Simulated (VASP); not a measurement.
## PbS in VASP 6.6.1, single-point calculation

INCAR

```
NSW = 0
LREAL = .FALSE.
ENCUT = 520
NELM = 120
PREC = Accurate
LASPH = .TRUE.
EDIFF = 1E-8
LWAVE = .FALSE.
ISMEAR = -1
SIGMA = 0.02
ISIF = 2
NBANDS = 17
GGA = PE
IBRION = -1
LCHARG = .FALSE.
ALGO = Fast
```

KPOINTS

```
KPOINTS created by Atomic Simulation Environment
0
Gamma
8 8 8
0 0 0
```

POSCAR

```
Pb S
 1.0000000000000000
     0.0000000000000000    2.9872326910541420    2.9872326910541420
     2.9872326910541420    0.0000000000000000    2.9872326910541420
     2.9872326910541420    2.9872326910541420    0.0000000000000000
 Pb  S
   1   1
Cartesian
 -0.0000000000000000  0.0000000000000000  0.0000000000000000
  2.9872326910541420  2.9872326910541420  2.9872326910541420
```

The recommended PBE PAW datasets give the neutral cell 20 valence electrons.

Command

```
mpirun -np 1 vasp_std
```

Question: Predict the outcome of this run.

Answer: It converged. Results: gap between bands v and c on the k mesh 0.44 eV; least direct gap on the k mesh 0.44 eV; pressure 0.9 GPa. Band v is the last that the valence electrons fill when counted band by band, and c is the next.

OSZICAR

```
N       E                     dE             d eps       ncg     rms          rms(c)
DAV:   1     0.159682332991E+03    0.15968E+03   -0.96430E+03   986   0.124E+03
DAV:   2     0.336999043318E+01   -0.15631E+03   -0.15109E+03  1052   0.317E+02
DAV:   3    -0.895645221438E+01   -0.12326E+02   -0.12045E+02  1342   0.935E+01
DAV:   4    -0.925730982118E+01   -0.30086E+00   -0.30067E+00  1241   0.160E+01
DAV:   5    -0.926913676191E+01   -0.11827E-01   -0.11826E-01  1531   0.306E+00    0.447E+00
RMM:   6    -0.876311663011E+01    0.50602E+00   -0.63880E-01  1227   0.416E+00    0.299E+00
RMM:   7    -0.876519016198E+01   -0.20735E-02   -0.18142E-01  1477   0.265E+00    0.185E+00
RMM:   8    -0.877011041280E+01   -0.49203E-02   -0.22279E-02  1154   0.137E+00    0.387E-01
RMM:   9    -0.876688703156E+01    0.32234E-02   -0.66442E-03  1342   0.761E-01    0.122E-01
RMM:  10    -0.876718198014E+01   -0.29495E-03   -0.25694E-03  1472   0.456E-01    0.511E-02
RMM:  11    -0.876726869528E+01   -0.86715E-04   -0.57485E-04  1480   0.185E-01    0.579E-02
RMM:  12    -0.876726067378E+01    0.80215E-05   -0.69374E-05  1623   0.674E-02    0.408E-02
RMM:  13    -0.876726133706E+01   -0.66328E-06   -0.98215E-06  1459   0.263E-02    0.449E-02
RMM:  14    -0.876724621732E+01    0.15120E-04   -0.29291E-05  1306   0.437E-02    0.308E-03
RMM:  15    -0.876724672924E+01   -0.51192E-06   -0.23954E-06  1464   0.128E-02    0.468E-03
RMM:  16    -0.876724666801E+01    0.61231E-07   -0.34971E-07  1415   0.570E-03    0.315E-03
RMM:  17    -0.876724669170E+01   -0.23693E-07   -0.92714E-08  1203   0.287E-03    0.276E-03
RMM:  18    -0.876724669881E+01   -0.71116E-08   -0.19015E-07  1165   0.264E-03    0.135E-03
RMM:  19    -0.876724671227E+01   -0.13456E-07   -0.19609E-08  1090   0.120E-03    0.790E-04
RMM:  20    -0.876724671002E+01    0.22444E-08   -0.35572E-09   697   0.827E-04
   1 F= -.87672467E+01 E0= -.87672466E+01  d E =-.120805E-06
```

For comparison, a separate PBE run of the intended cell, on usual settings and not on those above, gives a gap of 0.44 eV on its mesh and a pressure of 0.9 GPa.
